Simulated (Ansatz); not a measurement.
Wanted: an ASE script for an Ansatz 0.2.0 run.

```yaml
Task: single point
Functional: SVWN5
Dispersion: D3(BJ)
Potentials_or_basis: Ansatz PAW
Cutoff: 420 eV
Density_cutoff: 1680 eV
k_mesh: 10 × 10 × 10
Occupations: gaussian, width 0.15 eV
Spin: no spin polarisation
Driver: chain
```

The structure of Hf lies in Hf.cif:

```cif
data_Hf
_cell_length_a 3.13955411
_cell_length_b 3.13955411
_cell_length_c 3.13955411
_cell_angle_alpha 60.00000000
_cell_angle_beta 60.00000000
_cell_angle_gamma 60.00000000
_space_group_name_H-M_alt 'P1'
_space_group_name_Hall 'P 1'
_space_group_IT_number 1
loop_
_space_group_symop_operation_xyz
'x,y,z'
loop_
_atom_site_label
_atom_site_type_symbol
_atom_site_symmetry_multiplicity
_atom_site_Wyckoff_symbol
_atom_site_fract_x
_atom_site_fract_y
_atom_site_fract_z
_atom_site_occupancy
Hf1 Hf 1 a 0.0000000000 0.0000000000 0.0000000000 1
```

This isn't the form of Hf at room conditions, which is hcp.

One way to write it, as run:

run.py

```python
import json

import ase.io
import numpy as np

import ansatz as az

atoms = ase.io.read("Hf.cif")
atoms.info.pop("occupancy", None)

calculation = (
    az.Crystal.from_ase(atoms)
    .calculation()
    .kpoints(10, 10, 10)
    .functional(exchange="slater", correlation="vwn5", dispersion="d3bj")
    .pseudopotentials(kind="paw")
    .occupations(method="gaussian", width=0.15)
    .forces()
    .stress()
    .band_table(publish=True)
)
outcome = calculation.run(threads=2, events_out="events.jsonl")

report = outcome.report
for line in open("events.jsonl"):
    event = json.loads(line)
    if event["event"] == "scf_iter":
        d = event["data"]
        print(f"SCF {d['iter']:3d}  HF = {d['harris_foulkes_ev']:.6f} eV  dr2 = {d['dr2_ev']:.2e} eV")
    elif event["event"] in ("relax_step", "md_step"):
        d = event["data"]
        print(f"{event['event']} {d['step']:3d}  E = {d['lagrangian_ev']:.6f} eV")
np.set_printoptions(precision=5, suppress=True, linewidth=110)
print("converged:", report["converged"], "after", report["n_iterations"], "iterations")
print(f"free energy {report['free_energy_ev']:.6f} eV, Fermi level {report['fermi_energy_ev']:.4f} eV")
for key in ("band_edges_ev", "magnetization_mub", "site_moments_mub", "site_moments_nc_mub", "forces_ev_ang",
                "stress_gpa"):
    if report.get(key) is not None:
        print(key, np.array(report[key]), sep="\n")
```

Potentials or basis: Ansatz PAW.

The run is started by

```sh
$ python run.py
```

It gave:

```
Pressure               : -9.3 GPa
Band gap on the k mesh : none (metal or under the smearing width)
```

Caveat: pairwise dispersion overbinds metals, which lowers pressure and volume; the dispersion damping was fitted for another functional or another form of the correction.

Wall time 1.7 s on 2 threads of Arm Neoverse V1, on a shared host, peak memory 0.4 GiB.
